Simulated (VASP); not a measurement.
## TiB: single point with PBEsol

The system is TiB.

```
Ti B
1.0
     2.35521    2.35521    0.00000
    -2.35521    2.35521    0.00000
     0.00000    0.00000    5.33563
Ti B
2 2
Direct
  0.50000 0.00000 0.25000
  0.00000 0.50000 0.75000
  0.00000 0.00000 0.00000
  0.50000 0.50000 0.50000
```

The cell isn't the ideal one: biaxial strain in the a-b plane, c and atoms relaxed: -4.0 %.

| Item | Value |
| --- | --- |
| Program | VASP 6.6.1 |
| Task | single point |
| Functional | PBEsol |
| Potentials or basis | VASP PAW PBE potentials, release 64 (Ti_sv, B) |
| Cutoff | 520 eV |
| k mesh | 12 × 12 × 10 |
| Occupations | gaussian, width 0.1 eV |
| Spin | no spin polarisation |

```json
{"Pressure": "-0.9 GPa", "Band gap on the k mesh": "none (metal or under the smearing width)"}
```

Stress tensor (GPa, compression positive):
```
-1.36  0.00  0.00
 0.00 -1.36  0.00
 0.00  0.00  0.09
```

Levels at points of the mesh, in eV from the Fermi level:
```csv
k point,band 13,band 14,band 15,band 16,band 17,band 18
"(0.00, 0.00, 0.00)",-0.89,-0.89,0.16,1.22,1.22,1.65
"(0.50, 0.00, 0.00)",-1.29,-1.29,0.02,0.02,1.88,1.88
"(0.50, 0.50, 0.00)",0.36,0.36,0.86,0.86,0.88,0.88
"(0.00, 0.00, 0.50)",-0.15,-0.15,-0.15,-0.15,0.73,0.73
"(0.50, 0.00, 0.50)",-0.96,-0.96,-0.22,-0.22,2.42,2.42
"(0.50, 0.50, 0.50)",-0.85,-0.85,0.11,0.11,1.09,1.09
```

Run time: 8.3 min on 1 thread of Intel(R) Xeon(R) Platinum 8488C (Sapphire Rapids), with other jobs on the host, peak memory 0.32 GiB.

Caveat: the PAW data sets were made with another functional, which shifts forces and pressure a little.
